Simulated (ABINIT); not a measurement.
Input of an ABINIT 10.8.3 (patched build) run:

The input run.abi:

```
# Pseudopotentials
pp_dirpath "./"
pseudos "Cu.GGA_PBE-JTH.xml, O.GGA_PBE-JTH.xml"

# Structure
acell 5.3598776583 5.3598776558 5.2309750363
rprim
     1.0000000000     0.0000000000     0.0000000000
    -0.4999999985     0.8660254047     0.0000000000
     0.0000000000     0.0000000000     1.0000000000
ntypat 2
znucl 29 8
natom 2
typat 1 2
chkprim 0
chksymtnons 0
tolsym 1.0e-6
xred
            0.0            0.0            0.0
            2/3            1/3            1/2

# Plane-wave basis
ecut 26.0
pawecutdg 48.0
pawxcdev 0
ecutsm 0.5

# k points
kptopt 1
ngkpt 8 8 8
nshiftk 1
shiftk 0.0 0.0 0.0

# Exchange and correlation
ixc -116133

# Bands and occupations
nband 17
occopt 3
tsmear 0.00183747

# SCF cycle
nstep 80
tolvrs 1.0e-10

# Output
iomode 3
prteig 0
prtebands 0
prtwf 0
prtden 0

# Relaxation
ionmov 2
optcell 2
ntime 50
tolmxf 2.0e-5
dilatmx 1.08
```

Potentials or basis: JTH PAW PBE v2.0.

Launch:

```bash
$ abinit run.abi > log 2>&1
```

(1) Estimate the relaxed cell.

(2) Estimate the band gap on the k mesh.

## Answers

(1) a = 2.834 Å, b = 2.834 Å, c = 2.653 Å, α = 90.00°, β = 90.00°, γ = 120.00°.

(2) none (metal or under the smearing width).

Caveat: an odd number of electrons without spin polarisation forces a metal; a magnetic or distorted state may lie lower; the run has no spin polarisation, though such a crystal can be magnetic; semilocal functionals often make such compounds metallic where correlation or magnetic order opens a gap, which also shifts bond lengths.
